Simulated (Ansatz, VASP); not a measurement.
**Two plane-wave programs on AlP**

```
Al P
1.0
     0.00000    2.72550    2.72550
     2.72550    0.00000    2.72550
     2.72550    2.72550    0.00000
Al P
1 1
Direct
  0.00000 0.00000 0.00000
  0.75000 0.75000 0.75000
```

Alike in both runs: task relaxation of cell and atoms; functional LDA; k mesh 8 × 8 × 8; occupations gaussian, width 0.02 eV; no spin polarisation.

|  | VASP | Ansatz |
| --- | --- | --- |
| version | VASP 6.6.1 | Ansatz 0.2.0 |
| potentials or method | VASP PAW LDA potentials, release 64 (Al, P) | scalar-relativistic, plane waves, PAW |
| plane-wave cutoff (eV) | 600 | 420 |
| valence electrons in the cell | 8 | 8 |

Ansatz gave:

```
gap on the k mesh at the Fermi level, each at its own relaxed structure (eV) : 1.42
relaxed volume (Å³/atom)                                                     : 20.06
relaxed cell length with the largest relative difference (Å)                 : 3.842
```

What did VASP give for the same quantities?

gap on the k mesh at the Fermi level, each at its own relaxed structure (eV): 1.42; relaxed volume (Å³/atom): 20.07; relaxed cell length with the largest relative difference (Å): 3.843.

A k mesh can miss the band edges. Expect the measured gap to be larger: semilocal functionals such as LDA lack the derivative discontinuity. Zero-point motion and thermal expansion aren't in these numbers.
